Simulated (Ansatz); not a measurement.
Computed with DFT PBE, scalar-relativistic, plane waves, PAW in Ansatz 0.2.0. Settings: cutoff 420 eV, Γ-centred meshes spaced at most about 0.3 Å⁻¹ (2π included), Gaussian smearing. No spin polarisation.

All energies are static (0 K, no zero-point motion).

Compare these two cells of SrSn2O3, each relaxed at this level.

A. Space group P6mm (No. 183), hexagonal, a = 5.726 Å, c = 6.142 Å. Around Sr lie 6 O at 2.92 Å and 6 Sn at 3.78 Å; around Sn lie 3 O at 2.07 Å, 3 Sn at 3.31 Å and 3 Sr at 3.78 Å; O has 2 Sn at 2.07 Å, 4 O at 2.86 Å and 2 Sr at 2.92 Å.

B. Space group P-3m1 (No. 164), trigonal, a = 4.673 Å, c = 5.332 Å. Sr is surrounded by 2 O at 2.67 Å, 6 O at 2.98 Å and 6 Sn at 3.35 Å; around Sn lie 1 O at 2.09 Å, 6 O at 2.78–2.79 Å, 3 Sn at 3.03 Å, 1 O at 3.25 Å and 3 Sr at 3.35 Å; O on a site of symmetry 3m has 1 Sn at 2.09 Å, 3 Sn at 2.79 Å, 3 Sr at 2.98 Å and 3 O at 3.04 Å; around O on a site of symmetry -3m lie 2 Sr at 2.67 Å, 6 Sn at 2.78 Å and 6 O at 3.04 Å.

Question: Which form is favoured at zero pressure, and by what margin per atom?

Answer: A is lower, by 293 meV/atom. A has space group P6mm (No. 183), 29.1 Å³/atom and a gap of 1.30 eV on its mesh; B has space group P-3m1 (No. 164), 16.8 Å³/atom and a gap of 1.30 eV. Counting O atoms around Sn and Sr (those within 1.25 times the shortest such distance or 1.15 times the sum of covalent radii; a plus sign parts nearer from farther groups), A has Sr 6, Sn 3 and B has Sr 2+6, Sn 1. Both come from invented guesses.

No dispersion correction is applied, so the spacing and binding between layers, chains or molecules are poorly described (P6mm), and this can change margins and order among such cells. Kohn–Sham gaps at this level usually fall short of measured ones. Cells relaxed within their symmetry can be saddle points.
